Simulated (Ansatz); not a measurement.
AlN: equation of state with exchange-only PBE

AlN:

```
Al N
1.0
     0.00000    2.18399    2.18399
     2.18399    0.00000    2.18399
     2.18399    2.18399    0.00000
Al N
1 1
Direct
  0.00000 0.00000 0.00000
  0.25000 0.25000 0.25000
```

Measurements of this composition are mostly on another form, of space group No. 186.

```json
{
  "Program": "Ansatz 0.2.0",
  "Task": "equation of state",
  "Functional": "exchange-only PBE",
  "Potentials or basis": "Ansatz PAW",
  "Cutoff": "420 eV",
  "Density cutoff": "1680 eV",
  "k mesh": "10 × 10 × 10",
  "Occupations": "fermi-dirac, width 0.05 eV",
  "Spin": "no spin polarisation"
}
```

```yaml
Equilibrium_volume: "11.48 Å³/atom (rough: see the caveat)"
Bulk_modulus: 162 GPa (rough)
```

Energy against volume, from the lowest point:
| volume (Å³/atom) | energy (meV/atom) |
| --- | --- |
| 9.792 | 153.05 |
| 10.001 | 111.48 |
| 10.209 | 77.06 |
| 10.417 | 49.31 |
| 10.626 | 27.53 |
| 10.834 | 11.24 |
| 11.042 | 0.00 |

All runs of the series together: 22 s on 2 threads of Intel(R) Xeon(R) Processor @ 2.50GHz (Skylake/Cascade Lake) (shared host).

Caveat: the potentials were made for another functional, which shifts forces and pressure; the minimum lies outside the volumes run.
